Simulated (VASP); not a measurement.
The system is Nb.

```
CELL_PARAMETERS angstrom
2.94168 0.00000 0.00000
-1.47084 2.54757 0.00000
0.00000 0.00000 4.80377
ATOMIC_POSITIONS crystal
Nb 0.33333 0.66667 0.25000
Nb 0.66667 0.33333 0.75000
```

This isn't the form of Nb at room conditions, which is bcc.

* Program: VASP 6.6.1
* Task: relaxation of cell and atoms
* Functional: r2SCAN
* Dispersion: rVV10
* Potentials or basis: VASP PAW PBE potentials, release 64 (Nb_sv)
* Cutoff: 600 eV
* k mesh: 18 × 18 × 10
* Occupations: gaussian, width 0.1 eV
* Spin: no spin polarisation

At the start: pressure 4.1 GPa; volume 18.00 Å³/atom.

Problem. How do energy, volume and symmetry change on relaxing?

Solution. Over 9 steps the energy falls by 69.2 meV/atom and the volume is 18.41 Å³/atom (+2.3 %); space group P6_3/mmc (No. 194, to 0.05 Å).

The path:
```
step  energy change (eV)  largest force (eV/Å)  pressure (GPa)  volume (Å³)
   1              0.0000                0.0000            4.05        36.00
   2             -0.0634                0.0000           -6.72        38.38
   3             -0.0659                0.0000           -5.20        38.00
   4             -0.1157                0.0000           -4.58        37.84
   5             -0.1268                0.0000           -3.97        37.73
   6             -0.1381                0.0000            0.41        36.72
   7             -0.1382                0.0000           -0.07        36.82
   8             -0.1383                0.0000           -0.04        36.82
   9             -0.1384                0.0000            0.00        36.81
```

Final structure:
```
Nb
1.0
     2.85269    0.00000    0.00000
    -1.42635    2.47051    0.00000
     0.00000    0.00000    5.22336
Nb
2
Direct
  0.33333 0.66667 0.25000
  0.66667 0.33333 0.75000
```

Caveat: the PAW data sets were made with another functional, which shifts forces and pressure a little.
